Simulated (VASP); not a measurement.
**SnTe: single point with PBE**

**Measured values to compare with.**

A printed reference work, textbook reports, for a bulk crystal of SnTe at 300 K: band gap 0.18 eV (direct).

SnTe:

```xyz
2
Lattice="0.0000 3.1565 3.1565 3.1565 0.0000 3.1565 3.1565 3.1565 0.0000" Properties=species:S:1:pos:R:3 pbc="T T T"
Sn    0.0000    0.0000    0.0000
Te    3.1565    3.1565    3.1565
```

```json
{"Program": "VASP 6.6.1", "Task": "single point", "Functional": "PBE", "Potentials or basis": "VASP PAW PBE potentials, release 64 (Sn_d, Te)", "Cutoff": "520 eV", "k mesh": "10 × 10 × 10", "Occupations": "gaussian, width 0.03 eV", "Spin": "no spin polarisation", "Dipole correction": "no", "Further INCAR settings": "ALGO = Normal; EDIFF = 1e-06; NBANDS = 17"}
```

* Pressure: 1.9 GPa
* Band gap on the k mesh: 0.08 eV, direct

Levels at points of the mesh, in eV from the valence-band top:
| k point | band 8 | band 9 | band 10 | band 11 | band 12 | band 13 |
| --- | --- | --- | --- | --- | --- | --- |
| (0.00, 0.00, 0.00) | -2.15 | -2.15 | -2.15 | 3.32 | 3.32 | 3.32 |
| (0.50, 0.00, 0.00) | -1.81 | -1.81 | 0.00 | 0.08 | 0.36 | 0.36 |
| (0.50, 0.50, 0.00) | -5.56 | -3.73 | -3.73 | 2.18 | 4.89 | 4.89 |

Run time: 36 s on 1 thread of Intel(R) Xeon(R) Platinum 8259CL CPU @ 2.50GHz (Skylake/Cascade Lake), with other jobs on the host, peak memory 0.23 GiB.

Measured gap of SnTe: 0.18 eV (direct; 300 K; a printed reference work, textbook). This calculation gives 0.08 eV (-0.10 eV). Spin-orbit coupling on Sn, Te is left out. The value is that of PBE on a finite k mesh, which can miss the band edges, without temperature or zero-point motion. Semilocal functionals fall short of measured gaps as a rule.

Caveat: spin-orbit coupling is left out, which moves the levels of the heavy elements.
